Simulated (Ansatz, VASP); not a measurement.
# GaSi31H (Ga-H pair in Si): VASP beside Ansatz, part 2 of 2

Wanted: the spread between two codes on one cell, functional and k mesh. The cell is taken from a series of runs on this material, whose earlier steps may have relaxed, scaled, displaced or heated it; both programs get it as it stands.

VASP 6.6.1 and Ansatz 0.2.0.

So far. Step 2 (VASP: single point, HSE06): The run ends at a pressure of 0.71 GPa, with forces up to 6.3 eV/Å.

In doubt: a hybrid run on one k-point, which bears on gaps, levels and energies.

## (3) Ansatz: single point, HSE06

Level of this step: Ansatz beside VASP: Kohn-Sham DFT, plane waves, HSE06 (Ansatz).

Ansatz runs on its default PAW (the set named soft_2) files.

The same cell, functional, mesh and smearing now go to Ansatz.

The input, input.yaml:

```yaml
crystal:
  lattice:
    - [-5.46978324, 5.46978324, 5.46978324]
    - [5.46978324, -5.46978324, 5.46978324]
    - [5.46978324, 5.46978324, -5.46978324]
  atoms:
    - { symbol: Si, position: [0.000498473, -0.000328758, 0.499692414] }
    - { symbol: Si, position: [-0.009708499, 0.244482717, 0.244246605] }
    - { symbol: Si, position: [0.000476974, 0.500025751, -0.000624639] }
    - { symbol: Si, position: [0.006818106, 0.755582569, 0.755337678] }
    - { symbol: Si, position: [0.249180871, -0.002074491, 0.249341865] }
    - { symbol: Si, position: [0.249081549, 0.249141328, -0.0021606] }
    - { symbol: Si, position: [0.245836832, 0.499838401, 0.755418593] }
    - { symbol: Si, position: [0.245774836, 0.755195076, 0.499814123] }
    - { symbol: Si, position: [0.500773785, 0.00031947, -1.3135e-05] }
    - { symbol: Si, position: [0.499779608, 0.248591964, 0.750343382] }
    - { symbol: Ga, position: [0.556466505, 0.50011125, 0.499630157] }
    - { symbol: Si, position: [0.499764454, 0.750668349, 0.248352475] }
    - { symbol: Si, position: [0.751193253, 0.001842952, 0.75136548] }
    - { symbol: Si, position: [0.751175439, 0.244120485, 0.499872671] }
    - { symbol: Si, position: [0.751194382, 0.499827195, 0.244368728] }
    - { symbol: Si, position: [0.751112974, 0.751124428, 0.001917929] }
    - { symbol: Si, position: [9.1595e-05, 0.000127606, 0.251216742] }
    - { symbol: Si, position: [0.000144717, 0.25159416, -6.4373e-05] }
    - { symbol: Si, position: [-0.003554504, 0.499938475, 0.750435745] }
    - { symbol: Si, position: [-0.003472498, 0.750799401, 0.499756692] }
    - { symbol: Si, position: [0.255247062, 0.003088333, 0.003195012] }
    - { symbol: Si, position: [0.248596563, 0.248429989, 0.748348573] }
    - { symbol: Si, position: [0.213641908, 0.499727586, 0.499918293] }
    - { symbol: Si, position: [0.248571995, 0.748330411, 0.248485193] }
    - { symbol: Si, position: [0.499908434, -0.000246379, 0.751001769] }
    - { symbol: Si, position: [0.501789508, 0.23780693, 0.499767434] }
    - { symbol: Si, position: [0.501610086, 0.499991392, 0.237272807] }
    - { symbol: Si, position: [0.499981479, 0.751422371, -0.00040358] }
    - { symbol: Si, position: [0.751998002, -0.003511539, 0.499958957] }
    - { symbol: Si, position: [0.74565999, 0.248995323, 0.249103772] }
    - { symbol: Si, position: [0.75196773, 0.499769173, -0.003314797] }
    - { symbol: Si, position: [0.764046718, 0.76213079, 0.762273922] }
    - { symbol: H, position: [0.409229437, 0.499538572, 0.499622648] }
basis:
  ecutwfc: 420
  xc_grid: 2
hamiltonian:
  xc: hse06
kpoints:
  mp_grid: { grid: [1, 1, 1] }
scf:
  occupations: { method: fermi_dirac, width: 0.01 }
  max_iter: 120
output:
  forces: true
checkpoint:
  read: "../relax.run"
```

On the command line:

```console
> ansatz run input.yaml --threads 2 --pin off --max-ram 4710MiB --backend cpu --events-out ev --progress --plain --runs-dir out
```

Numbers of over 12 decimals in the logs are rounded to 6 here.

What it wrote:

```text
Warning: checkpoint.read: the run can stay near the saved state's solution: 2 site(s) moved relative to the saved geometry (max |Δs| = 3.770e-2 fractional); the SCF starts from the saved state under `checkpoint.density_extrapolation: transplant`, in force with no word given; its orbitals are not used off its sites. A run without `checkpoint.read` takes nothing of the state. A lower free energy from it at the same positions (and U, V and field ramp, if any) shows a solution that this start missed, and an equal or higher one rules none out (checkpoint.read, Limitations, in the input reference)
exact exchange: scf.exx.singularity resolves to wigner_seitz, which cuts the screened interaction at the faces of the exchange supercell's Wigner-Seitz cell, so that each pair interacts once, at the shortest of its separations (the periodic images that this leaves out come, for a point-like exchange hole, to about 0.019 eV on a filled level). The cut falls within the interaction's reach, and what an exchange supercel [...]
Engine: ansatz 0.2.0, aarch64-unknown-linux-gnu
Pseudopotentials: kind: paw
Pseudopotential: Si, paw, valence charge 4, recommended cutoff 420 eV (normal), Si.paw.azcp
Pseudopotential: Ga, paw, valence charge 13, recommended cutoff 420 eV (normal), Ga.paw.azcp
Pseudopotential: H, paw, valence charge 1, recommended cutoff 420 eV (normal), H.paw.azcp
Functional definition: HSE06
  parameter a = 0.25
  parameter omega = 0.11/bohr
  exchange = pbe_x - a*pbe_x_sr(omega) + a*exact_x_sr(omega)
  correlation = pbe_c
Crystal: 33 atoms, lattice volume = 654.591 Å³
Basis set: ecut = 420 eV, 12839 PW (Γ), exchange–correlation on 128×128×128 points (8 copies of the dense FFT grid, shifted against one another)
Bands: 102, of which v1, the nominal top of the filled ones, is band 69 counted from 1 (68 counted from 0)
Symmetry: 1 space group operations
Space group: P1 (ITA 1), of the structure as read, at distance tolerance 8.7e-5 Å
k-points: 1
Non-local potential: Si, projectors of the file, l = 0: 2, l = 1: 2, l = 2: 2
Non-local potential: Ga, projectors of the file, l = 0: 2, l = 1: 2, l = 2: 3, l = 3: 1
Non-local potential: H, projectors of the file, l = 0: 2, l = 1: 1
PAW form: soft (Blöchl's): semilocal exchange-correlation on the pseudo side does not see the compensation charge
PAW frozen core: Si, regenerated for the run's functional, and the local potential with it (the file was generated under x = pbe(κ = 0.804, μ = 0.219515), c = pbe(β = 0.066725))
PAW frozen core: Ga, regenerated for the run's functional, and the local potential with it (the file was generated under x = pbe(κ = 0.804, μ = 0.219515), c = pbe(β = 0.066725))
PAW one-centre angular grid: Si, 110 points (default); XC on 64 Gauss nodes
PAW one-centre angular grid: Ga, 590 points (default); XC on 64 Gauss nodes
PAW one-centre angular grid: H, 110 points (default); XC on 64 Gauss nodes
Initial density: read from a saved state, or passed on in memory by an earlier SCF of this step, an earlier step, the calling program or the single point that the run made first, carried with its atoms to this geometry
Initial wavefunctions: pseudopotential atomic-orbital guess
Functional: x = pbe(κ = 0.804, μ = 0.219515), c = pbe(β = 0.066725), warm-up for x = pbe(κ = 0.804, μ = 0.219515) + 0.25 (exact − pbe) at short range (hse, ω = 0.207870 Å⁻¹), c = pbe(β = 0.066725); HSE06 as pw.x's `hse` composes it (authors' and Libxc's form: `xc: wpbeh`)
iter 1 solved again at ethr=7.67e-4 eV; its pass at ethr=1.00e-1 eV (dr2=1.06e0 eV) is discarded
SCF iter   1: F=—  HF=-23502.590602 eV  |F-HF|=—  |Δ(HF+E_count)|=         —  Δρ=1.38e-2  dr2=1.05e0  ethr=7.67e-4  ⟨swp⟩=14.0  Hψ=667  notcnv=0
preconditioner: auto → none  [insulator: Δε(μ)=0.385 eV  Ē_g=8.568 eV  σ=0.010 eV  W_gap=1.00  n_scr=86 (ndim 8)  ℏωp=17.0 eV  f_vac=0.000  D(μ)=0.00/eV (n_scr^D=0)]
SCF iter   2: F=—  HF=-23502.324284 eV  |F-HF|=—  |Δ(HF+E_count)|=   2.66e-1  Δρ=4.41e-3  dr2=2.20e-1  ethr=7.59e-4  ⟨swp⟩=8.0  Hψ=285  notcnv=0  defer=1
SCF iter   3: F=—  HF=-23502.283827 eV  |F-HF|=—  |Δ(HF+E_count)|=   4.05e-2  Δρ=2.16e-3  dr2=3.74e-2  ethr=1.60e-4  ⟨swp⟩=7.0  Hψ=293  notcnv=0
SCF iter   4: F=—  HF=-23502.278272 eV  |F-HF|=—  |Δ(HF+E_count)|=   5.55e-3  Δρ=7.72e-4  dr2=6.73e-3  ethr=2.71e-5  ⟨swp⟩=7.0  Hψ=297  notcnv=0
iter 5 solved again at ethr=2.94e-7 eV; its pass at ethr=4.88e-6 eV (dr2=4.06e-4 eV) is discarded
SCF iter   5: F=—  HF=-23502.277229 eV  |F-HF|=—  |Δ(HF+E_count)|=   1.04e-3  Δρ=2.32e-4  dr2=3.84e-4  ethr=2.94e-7  ⟨swp⟩=4.0  Hψ=440  notcnv=0
SCF iter   6: F=—  HF=-23502.277224 eV  |F-HF|=—  |Δ(HF+E_count)|=   5.80e-6  Δρ=6.79e-5  dr2=5.38e-5  ethr=2.78e-7  ⟨swp⟩=4.0  Hψ=199  notcnv=0
SCF iter   7: F=-23502.277219 eV  HF=-23502.277219 eV  |F-HF|=1.69e-7  |Δ(HF+E_count)|=   5.08e-6  Δρ=2.38e-5  dr2=2.83e-6  ethr=3.90e-8  ⟨swp⟩=3.0  Hψ=206  notcnv=0
SCF 1 stopped early in 7 iterations: F = -23502.277219 eV  dr2 = 2.83e-6
  greatest PAW one-centre occupation: 0.994 electrons in one spin orbital (limit 2), on the Ga atom at site 10 (counted from 0), in its partial waves of l = 2
Initial density: handed on by an earlier stage of this run
Initial wavefunctions: those handed on with the density
[...]
SCF iter   5: F=—  HF=-23518.266624 eV  |F-HF|=—  |Δ(HF+E_count)|=   1.37e-4  Δρ=4.46e-5  dr2=3.69e-4  ethr=2.05e-8  ⟨swp⟩=4.0  Hψ=298  notcnv=0
SCF iter   6: F=—  HF=-23518.268926 eV  |F-HF|=—  |Δ(HF+E_count)|=   2.30e-3  Δρ=1.53e-4  dr2=1.71e-4  ethr=2.05e-8  ⟨swp⟩=5.0  Hψ=354  notcnv=0
SCF iter   7: F=-23518.268856 eV  HF=-23518.268867 eV  |F-HF|=1.17e-5  |Δ(HF+E_count)|=   5.89e-5  Δρ=3.56e-5  dr2=2.38e-5  ethr=2.05e-8  ⟨swp⟩=4.0  Hψ=251  notcnv=0
SCF 2 stopped early in 7 iterations: F = -23518.268856 eV  dr2 = 2.38e-5
  Residual-converged pass: ⟨swp⟩=4.0  Hψ=284  notcnv=0  max |occ|·‖R‖ = 5.2e-6 eV (tolerance 6.7e-6 eV)  dr2=2.45e-5  dr2_onsite=7.88e-7  max |Δocc| = 0.0e0
hybrid outer 1: dexx = +7.237e-2 eV, tail = 1.07e-4 eV
Exchange kernel: α = 0.2500, screened, ω = 0.2079 Å⁻¹, Wigner–Seitz truncation, v(0) = 842.9347 eV·Å³, q-mesh 1×1×1, nearest image of the exchange supercell L = 9.47 Å, pair-density grid 36×36×36, without the augmentation charges, whose exchange is taken in its separable form (sized by the pseudopotential files, 54×54×54 at the most)
Frozen-core exchange: fock
SCF iter   1: F=—  HF=-23518.268021 eV  |F-HF|=—  |Δ(HF+E_count)|=         —  Δρ=3.79e-5  dr2=2.17e-5  ethr=3.87e-7  ⟨swp⟩=8.0  Hψ=277  notcnv=0
preconditioner: auto → none  [insulator: Δε(μ)=0.969 eV  Ē_g=9.874 eV  σ=0.010 eV  W_gap=1.00  n_scr=86 (ndim 8)  ℏωp=16.9 eV  f_vac=0.000  D(μ)=0.00/eV (n_scr^D=0)]
SCF iter   2: F=—  HF=-23518.268016 eV  |F-HF|=—  |Δ(HF+E_count)|=   5.04e-6  Δρ=8.94e-6  dr2=2.59e-6  ethr=1.32e-8  ⟨swp⟩=3.0  Hψ=198  notcnv=0
SCF iter   3: F=—  HF=-23518.268023 eV  |F-HF|=—  |Δ(HF+E_count)|=   7.28e-6  Δρ=1.19e-5  dr2=1.46e-6  ethr=6.25e-10  ⟨swp⟩=6.0  Hψ=308  notcnv=0
SCF iter   4: F=—  HF=-23518.268023 eV  |F-HF|=—  |Δ(HF+E_count)|=   3.49e-7  Δρ=2.14e-6  dr2=2.21e-7  ethr=6.25e-10  ⟨swp⟩=3.0  Hψ=189  notcnv=0
SCF iter   5: F=—  HF=-23518.268023 eV  |F-HF|=—  |Δ(HF+E_count)|=   6.68e-7  Δρ=3.24e-6  dr2=9.69e-8  ethr=3.42e-11  ⟨swp⟩=7.0  Hψ=368  notcnv=0
SCF iter   6: F=-23518.268023 eV  HF=-23518.268023 eV  |F-HF|=8.33e-9  |Δ(HF+E_count)|=   5.21e-8  Δρ=1.43e-6  dr2=1.69e-8  ethr=3.42e-11  ⟨swp⟩=4.0  Hψ=236  notcnv=0  defer=11
SCF 3 converged in 6 iterations: F = -23518.268023 eV  dr2 = 1.69e-8
  Residual-converged pass: ⟨swp⟩=3.0  Hψ=233  notcnv=0  max |occ|·‖R‖ = 1.4e-6 eV (tolerance 1.8e-6 eV)  dr2=1.71e-8  dr2_onsite=1.92e-10  max |Δocc| = 0.0e0
hybrid outer 2: dexx = +1.120e-5 eV, tail = 4.49e-8 eV, Δε = 1.97e-3 eV (about 5.66e-5 eV left of the loop's levels), ΔF = 7.60e-3 eV/Å (tail 5.36e-4)
WARN: the filled states extend beyond the cell (their overlap across the Brillouin zone is 0.358, against 0 in a metal and nearly 1 for localised states). With one k-point a hybrid's gap, moments and forces can then be wrong. Use a denser k-mesh, or a larger cell for a defect
hybrid SCF converged: 2 outer / 13 inner (+7 warm-up), last move |dexx| = 1.12e-5 eV, tail = 4.49e-8 eV
Stability not checked: this state was not tested for a lower state beside it, because the functional holds exact exchange (a hybrid, or Hartree-Fock), whose exchange loop this test does not read (fock_operator; see scf.lower_state_search)
Free energy (F): -23518.268023 eV
Frozen-core exchange: fock
Harris-Foulkes:  -23518.268023 eV  (|F-HF|=8.33e-9)
Internal energy: -23518.268023 eV  (E = F + TS)
E sigma→0 (E₀):  -23518.268023 eV
Fermi energy:    6.323752 eV
--- Per-component energies (eV) ---
  E_band       = -73.619384
  E_kinetic    = 1394.048394
  E_local      = -3662.514892  (includes V_loc(G=0)·N_el)
  E_nonlocal   = 1207.011881
  E_hartree    = 1568.639289
  E_xc         = -1458.499046
  E_vxc        = -1240.885546  (∫ρ·V_xc dr)
  E_exx        = -223.771959  (= α·E_x^exact, valence–valence)
  E_paw        = -18005.169945  (= ΣΔE_a)
  E_vpaw       = -461.010906  (= ΣTr[D̂ρ^β])
  E_aug_tail   = -0.001198  (compensation charges beyond the density's cutoff)
  E_ewald      = -4336.290188
  E_core_change = -1.720360  (= ΣΔE_core)
  E_smearing   = -0.000000  (= −TS)
  E_closure    = 0.000001  (closes the sum)
  Σ components = -23518.268023   (vs F -23518.268023, Δ=0.00e0)
--- Forces (eV/Å), atoms counted from 1 ---
  atom   1  Si    -0.04140447     0.04395414     0.07049213
  atom   2  Si    -0.07862917     0.12709943     0.12717722
  atom   3  Si    -0.04203362     0.07326950     0.04064595
  atom   4  Si     0.16388677     0.06284062     0.06120435
  atom   5  Si     0.01175553    -0.02074344     0.03857917
  atom   6  Si     0.01324775     0.03644718    -0.02041798
  atom   7  Si    -0.12663248     0.08084635     0.12775728
  atom   8  Si    -0.12738345     0.12637805     0.07790970
  atom   9  Si    -0.07279674     0.04361046     0.04074326
  atom  10  Si     0.02137291    -0.01385538     0.03759421
  atom  11  Ga    -2.01830280     2.02218642     2.03534323
  atom  12  Si     0.02163267     0.03798104    -0.01473253
  atom  13  Si    -0.03772783    -0.02186494    -0.01317478
  atom  14  Si    -0.06250930     0.06139344    -0.16218055
  atom  15  Si    -0.06285707    -0.16421554     0.06426716
  atom  16  Si    -0.03823368    -0.01516218    -0.02049729
  atom  17  Si    -0.01616213    -0.03885041    -0.02030706
  atom  18  Si    -0.01652119    -0.01778757    -0.04126496
  atom  19  Si    -0.03533839    -0.20779018     0.03489608
  atom  20  Si    -0.03469506     0.03531747    -0.21009623
  atom  21  Si    -0.04861921     0.00858099     0.01045319
  atom  22  Si     0.04016206     0.01374803    -0.01743018
  atom  23  Si    -0.98639811     0.98182678     0.98873957
  atom  24  Si     0.04056118    -0.01785123     0.01716415
  atom  25  Si     0.01874386    -0.03798649     0.01679380
  atom  26  Si    -0.15333236     0.15442776     0.04824026
  atom  27  Si    -0.15524437     0.05259345     0.15437477
  atom  28  Si     0.01819931     0.01593341    -0.04032804
  atom  29  Si    -0.01002708     0.00852147     0.04909625
  atom  30  Si     0.21003080     0.03365363     0.03652650
  atom  31  Si    -0.01057360     0.04822844     0.01072585
  atom  32  Si    -0.04987088     0.15001195     0.15582932
  atom  33  H      3.66560617    -3.66267215    -3.68402660
  max |Σ_I F_I| component: 9.72e-5 eV/Å
--- Band table (eV) ---
  k-point 0: bands = [... 65 lower, 4.7695, 5.6821, 5.8351, 5.8360, 6.8050]
  guard bands above this table: 32 of the run's 102 bands. The solve was not asked for them (output.publish_guard_bands: true or output.eigenvalues: true publishes all)
```

## (4) Side by side

Known differences besides the potentials themselves: exact exchange at q = 0 is treated differently, which shows on coarse meshes; VASP keeps PBE cores, Ansatz makes them for the functional; the cutoff is 420 eV in Ansatz and 400 eV in VASP (PREC = Accurate, projectors in real space); VASP takes a coarser grid for exact exchange (PRECFOCK = Fast). Total energies have different zeros and are not compared.

Compared:

```
              quantity  Ansatz   VASP  difference
gap on the k mesh (eV)   0.969  1.016      -0.047
```

Forces on 7 of the 33 atoms, those with the largest forces and the largest differences (eV/Å; atoms numbered as in POSCAR):

```
atom         Ansatz x, y, z           VASP x, y, z
Si19  -0.035, 0.035, -0.210  -0.037, 0.037, -0.205
Si22   -0.986, 0.982, 0.989   -0.974, 0.969, 0.976
Si25   -0.153, 0.154, 0.048   -0.158, 0.159, 0.044
Si26   -0.155, 0.053, 0.154   -0.159, 0.048, 0.159
Si31   -0.050, 0.150, 0.156   -0.046, 0.154, 0.160
Ga32   -2.018, 2.022, 2.035   -1.977, 1.981, 1.994
 H33  3.666, -3.663, -3.684  3.621, -3.617, -3.638
```

The forces differ by 11 meV/Å r.m.s., which is 1.5 % of the r.m.s. force of 0.743 eV/Å (both taken over all components). A gap on the mesh is an upper bound, since the band edges may lie between its points.

## (5) Results

```yaml
r_m_s_force_difference_single_point_hse06: 1.5 % of the r.m.s. force
difference_in_gap_on_the_k_mesh_single_point_hse06: -0.047 eV
```

**Reading.** The difference in gap on the k mesh is -0.047 eV (single point, HSE06), within the 0.08 eV picked in this series as the mark of a large difference. Such differences can come from data sets, numerical settings and the points named under the comparisons, not from the functional's error against experiment.

[Lines on the potential files, build, host, timing and source positions are cut from VASP's logs without a mark.]

[Logs are printed without paths, hosts, clocks, repeated set-up lines and the standing remarks that a program may print on its own settings, such as how far it seeks lower states.]

[Hosts, paths, dates, database ids (printed as entryN), source tags and the programs' standing remarks are cut or masked in the printed files.]
